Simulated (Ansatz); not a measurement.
# Ru (P6_3/mmc) in Ansatz: a series of runs

Runs on Ru. Level: PBEsol. Tasks: band structure, elastic constants.

Everything below comes from runs of Ansatz 0.2.0. Logs are shortened: lines on timing, memory, paths and dates and some standing lists are left out, and cuts for length are marked.

**1. Starting point**

The structure is hexagonal, space group P6_3/mmc (No. 194). The conventional cell has a = 2.706 Å, b = 2.706 Å, c = 4.282 Å, α = 90.00°, β = 90.00°, γ = 120.00°. Ru (site symmetry -6m2) has 12 Ru at 2.65 to 2.71 Å as nearest neighbours.

**2. Band structure, PBEsol**

File input.yaml:

```yaml
crystal:
  lattice:
    - [2.7058, 0.0, 0.0]
    - [-1.3529, 2.3432915376, 0.0]
    - [0.0, 0.0, 4.2819]
  atoms:
    - { symbol: Ru, position: [0.6666666667, 0.3333333333, 0.75] }
    - { symbol: Ru, position: [0.3333333333, 0.6666666667, 0.25] }
kpoints:
  mp_grid: { grid: [11, 11, 6] }
  band_path:
    path:
      - [0.0, 0.0, 0.0]
      - [0.5, 0.0, 0.0]
      - [0.3333333333, 0.3333333333, 0.0]
      - [0.0, 0.0, 0.0]
      - [0.0, 0.0, 0.5]
      - [0.5, 0.0, 0.5]
      - [0.3333333333, 0.3333333333, 0.5]
      - [0.0, 0.0, 0.5]
    npoints: 10
scf:
  occupations: { method: fermi_dirac, width: 0.05 }
hamiltonian:
  xc: pbesol
  pseudopotentials: { kind: all_electron, lapw: { basis_error: 0.001 } }
output:
  forces: true
  stress: true
  eigenvalues: true
```

Potentials or basis: all-electron LAPW, scalar-relativistic.

The run is started by

```sh
$ ansatz run input.yaml --threads 1 --pin off --max-ram 3072MiB --backend cpu --events-out ev --progress --plain --runs-dir out
```

What it wrote:

```text
Warning: RAYON_NUM_THREADS=1 ignored (pool sized by the plan → 1); use --threads N
LAPW: plane waves up to 8.585 Å⁻¹, error target 1.0e-3 eV per atom; small_component_spin mean_spin; Ru in spheres of 1.325 Å, 26 of its electrons in bands, Dirac shells [] (how accurate: hamiltonian.pseudopotentials.lapw.basis_error, Limitations)
Engine: ansatz 0.2.0, aarch64-unknown-linux-gnu
Pseudopotentials: kind: all_electron
Pseudopotential: Ru, LAPW, valence charge 26, lapw/all_electron/scalar/gaussian/Ru, Koelling and Harmon's equation, gaussian nucleus
Functional definition: PBEsol
  exchange = pbesol_x
  correlation = pbesol_c
Crystal: 2 atoms, lattice volume = 27.149 Å³
Basis set: ecut = 280.83535213457156 eV, 299 PW (Γ), exchange–correlation at level 2
Bands: 32, of which v1, the nominal top of the filled ones, is band 26 counted from 1 (25 counted from 0)
Symmetry: 24 space group operations
Space group: P63/mmc (ITA 194), of the structure as read, at distance tolerance 3.0e-5 Å
k-points: 64 of 726
Non-local potential: Ru, projectors of the file, none
Initial density: superposition of atomic densities (chi_scale 0.1, normalization cell)
Initial wavefunctions: plane waves of lowest kinetic energy (no species holds an atomic orbital)
Functional: x = pbesol(κ = 0.804, μ = 0.12345679012345678), c = pbesol(β = 0.046)
iter 1 solved again at ethr=6.65e-4 eV; its pass at ethr=1.00e-1 eV (dr2=3.46e-1 eV) is discarded
SCF iter   1: F=—  HF=-246467.390152 eV  |F-HF|=—  |Δ(HF+E_count)|=         —  Δρ=5.09e-2  dr2=3.47e-1  ethr=6.65e-4  ⟨swp⟩=2.5  Hψ=13216  notcnv=0
preconditioner: auto → Kerker (q_TF=auto, 3.040 Å⁻¹)  [metal: Δε(μ)=0.072 eV  Ē_g=9.260 eV  σ=0.050 eV  W_gap=0.34  n_scr=10 (ndim 8)  ℏωp=28.5 eV  f_vac=0.000  D(μ)=1.95/eV (n_scr^D=22)]
iter 2 solved again at ethr=4.71e-5 eV; its pass at ethr=6.65e-4 eV (dr2=2.45e-2 eV) is discarded
SCF iter   2: F=—  HF=-246466.078654 eV  |F-HF|=—  |Δ(HF+E_count)|=    1.31e0  Δρ=1.14e-2  dr2=2.45e-2  ethr=4.71e-5  ⟨swp⟩=2.0  Hψ=10609  notcnv=0
SCF iter   3: F=—  HF=-246466.030603 eV  |F-HF|=—  |Δ(HF+E_count)|=   4.81e-2  Δρ=1.09e-2  dr2=2.29e-2  ethr=4.71e-5  ⟨swp⟩=2.0  Hψ=5993  notcnv=0
SCF iter   4: F=—  HF=-246466.024401 eV  |F-HF|=—  |Δ(HF+E_count)|=   6.20e-3  Δρ=4.64e-3  dr2=5.16e-3  ethr=4.40e-5  ⟨swp⟩=2.0  Hψ=5693  notcnv=0
SCF iter   5: F=—  HF=-246466.024319 eV  |F-HF|=—  |Δ(HF+E_count)|=   8.13e-5  Δρ=1.26e-3  dr2=4.39e-4  ethr=9.92e-6  ⟨swp⟩=2.0  Hψ=5974  notcnv=0
SCF iter   6: F=—  HF=-246466.024333 eV  |F-HF|=—  |Δ(HF+E_count)|=   1.36e-5  Δρ=2.13e-4  dr2=1.13e-5  ethr=8.44e-7  ⟨swp⟩=2.0  Hψ=5975  notcnv=0
SCF iter   7: F=—  HF=-246466.024328 eV  |F-HF|=—  |Δ(HF+E_count)|=   4.61e-6  Δρ=4.32e-5  dr2=4.51e-7  ethr=2.17e-8  ⟨swp⟩=2.0  Hψ=5975  notcnv=0
SCF iter   8: F=—  HF=-246466.024328 eV  |F-HF|=—  |Δ(HF+E_count)|=   2.99e-7  Δρ=1.20e-5  dr2=4.08e-8  ethr=8.67e-10  ⟨swp⟩=2.0  Hψ=5976  notcnv=0
SCF iter   9: F=-246466.024328 eV  HF=-246466.024328 eV  |F-HF|=7.04e-9  |Δ(HF+E_count)|=   3.69e-8  Δρ=4.30e-6  dr2=3.79e-9  ethr=7.84e-11  ⟨swp⟩=2.1  Hψ=5986  notcnv=0
SCF 1 converged in 9 iterations: F = -246466.024328 eV  dr2 = 3.79e-9
NSCF: frozen V_eff on 71 k-points
SCF converged after 9 iterations
Free energy (F): -246466.024328 eV
Harris-Foulkes:  -246466.024328 eV  (|F-HF|=7.04e-9)
Internal energy: -246466.007530 eV  (E = F + TS)
E sigma→0 (E₀):  -246466.015929 eV
Entropy (-TS):   -0.016798 eV (-8.399 meV/atom)
Fermi energy:    25.554927 eV
--- Per-component energies (eV) ---
  E_band       = -4921.782102
  E_kinetic    = 256270.799169
  E_xc         = -7156.463550
  E_electrostatic = -495580.343148  (all electrons and nuclei)
  E_smearing   = -0.016798  (= −TS)
  E_closure    = 0.000000  (closes the sum)
  E_atoms      = -246445.692274  (free atoms, spherical and without spin; not in F)
  Σ components = -246466.024328   (vs F -246466.024328, Δ=0.00e0)
  Basis errors (estimates in eV, not in F): energy 2.0e-4 per atom: plane waves 1.9e-4 (9.6e-5 summed), levels above the bands 9.3e-103, relativity 2.3e-8, radial functions 1.4e-5, core shells 1.3e-6; eigenvalues (radial functions only) 1.6e-6; not estimated: angular momenta, meshes, grids; target (lapw.basis_error) 1.0e-3; muffin-tin radii Ru 1.325 Å
--- Forces (eV/Å), atoms counted from 1 ---
  atom   1  Ru     0.00000000     0.00000000    -0.00000000
  atom   2  Ru     0.00000000    -0.00000000     0.00000000
  max |Σ_I F_I| component: 4.63e-18 eV/Å
--- Stress (GPa, compression-positive) ---
       -6.044450       0.000000      -0.000000
        0.000000      -6.044450      -0.000000
       -0.000000      -0.000000      -6.600640
  P = ⅓ Tr σ = -6.2298 GPa (-62.298 kbar)
--- Band table (eV; the first three rows and the last of 64) ---
  k-point 0: bands = ["-244.1928", "-244.1928", "-244.1836", "-244.1836", "-244.1836", "-244.1836", "-244.1799", "-244.1799", "-244.1799", "-244.1799", "-47.4302", "-47.2241", "-17.9438", "-17.0013", "-17.0013", "-16.8297", "-16.8297", "-16.7880", "17.5630", "19.3822", "23.0176", "23.0176", "23.1924", "23.7040", "23.7040", "24.2340", "24.2340", "26.8221", "26.8221", "26.8526", "35.8910", "40.3739"]
  k-point 1: bands = ["-244.1928", "-244.1928", "-244.1836", "-244.1836", "-244.1836", "-244.1836", "-244.1799", "-244.1799", "-244.1799", "-244.1799", "-47.4166", "-47.2381", "-17.8697", "-16.9899", "-16.9899", "-16.8691", "-16.8413", "-16.8413", "17.8707", "19.4804", "22.8662", "22.8662", "23.0427", "23.5288", "23.5288", "24.6286", "24.6286", "25.8996", "26.8295", "26.8295", "37.1642", "39.8754"]
  k-point 2: bands = ["-244.1928", "-244.1928", "-244.1836", "-244.1836", "-244.1836", "-244.1836", "-244.1799", "-244.1799", "-244.1799", "-244.1799", "-47.3793", "-47.2762", "-17.6652", "-17.0879", "-16.9587", "-16.9587", "-16.8729", "-16.8729", "18.6797", "19.6660", "22.7446", "22.7446", "22.7491", "23.1619", "23.1619", "24.1184", "25.4109", "25.4109", "26.6796", "26.6796", "39.5701", "39.7428"]
  k-point 63: bands = ["-244.1928", "-244.1928", "-244.1836", "-244.1836", "-244.1836", "-244.1836", "-244.1799", "-244.1799", "-244.1799", "-244.1799", "-47.2088", "-47.2088", "-17.7167", "-17.7167", "-17.4077", "-17.4077", "-16.9892", "-16.9892", "20.7098", "20.7098", "21.6164", "21.6164", "22.8819", "22.8819", "24.5237", "24.5237", "26.9165", "26.9165", "33.3503", "33.3503", "36.4533", "36.4533"]
```

Run time: 20 s. Hardware: 1 thread of Arm Neoverse V2, shared host; peak memory 0.36 GiB.

What came out:

```yaml
Free_energy: -246466.0243 eV
Pressure: -6.2 GPa
Band_gap_along_the_path: none (metal or under the smearing width)
```

Stress tensor (GPa, compression positive):
```
-6.04  0.00  0.00
 0.00 -6.04  0.00
 0.00  0.00 -6.60
```

Levels at the corners of the path, in eV from the Fermi level:
```csv
point,band 22,band 23,band 24,band 25,band 26,band 27,band 28,band 29,band 30,band 31
Γ,-2.54,-2.36,-1.85,-1.85,-1.32,-1.32,1.27,1.27,1.30,10.34
M,-2.96,-2.02,-1.76,-1.46,1.51,1.93,2.01,4.13,6.17,11.06
K,-3.73,-2.79,-2.79,-1.01,1.09,1.09,1.53,7.06,7.25,7.25
Γ,-2.54,-2.36,-1.85,-1.85,-1.32,-1.32,1.27,1.27,1.30,10.34
A,-2.70,-2.70,-2.70,-2.67,-2.67,0.63,0.63,0.63,0.63,14.38
L,-4.48,-0.99,-0.99,0.50,0.50,1.77,1.77,3.44,3.44,10.58
H,-4.07,-2.67,-2.67,-1.12,-1.12,1.31,1.31,8.48,8.48,10.76
A,-2.70,-2.70,-2.70,-2.67,-2.67,0.63,0.63,0.63,0.63,14.38
```

**3. Elastic constants, PBEsol**

File input.yaml:

```yaml
crystal:
  lattice:
    - [2.7058, 0.0, 0.0]
    - [-1.3529, 2.3432915376, 0.0]
    - [0.0, 0.0, 4.2819]
  atoms:
    - { symbol: Ru, position: [0.6666666667, 0.3333333333, 0.75] }
    - { symbol: Ru, position: [0.3333333333, 0.6666666667, 0.25] }
kpoints:
  mp_grid: { grid: [8, 8, 5] }
scf:
  occupations: { method: fermi_dirac, width: 0.05 }
hamiltonian:
  xc: pbesol
  pseudopotentials: { kind: all_electron, lapw: { basis_error: 0.001 } }
output:
  forces: true
  stress: true
elastic:
  mode: relaxed_ion
  stencil: two_point
```

Potentials or basis: all-electron LAPW, scalar-relativistic.

The run is started by

```sh
$ ansatz run input.yaml --threads 1 --pin off --max-ram 3072MiB --backend cpu --events-out ev --progress --plain --runs-dir out
```

It took 3.6 min on 1 thread of Arm Neoverse V2, shared host; peak memory 0.48 GiB.

Results (log left out):

| Quantity | Value |
| --- | --- |
| Free energy | -246466.0729 eV |
| Pressure | -6.7 GPa |
| Band gap on the k mesh | none (metal or under the smearing width) |
| Voigt bulk modulus | 316 GPa |

Stress tensor (GPa, compression positive):
```
-6.37  0.00  0.00
 0.00 -6.37  0.00
 0.00  0.00 -7.49
```

Levels at points of the mesh, in eV from the Fermi level:
```
            k point  band 30  band 31  band 32  band 33  band 34  band 35
 (0.00, 0.00, 0.00)    -1.89    -1.89    -1.37    -1.37     1.22     1.22
(0.00, -0.50, 0.00)    -1.81    -1.50     1.47     1.89     1.96     4.09
```

Elastic tensor in Voigt notation (GPa, in the Cartesian axes of the cell as first typed):
```
585 183 163   0   0   0
183 585 163   0   0   0
162 162 658   0   0   0
  0   0   0 203   0   0
  0   0   0   0 203   0
  0   0   0   0   0 201
```

Caveat: the k mesh is thin for a metal, which can move the energy by tens of meV per atom; a metal's response needs a denser mesh; the cell is more than 3 GPa from zero pressure, which shifts response properties; elastic constants of metals need much finer meshes, so these are rough.
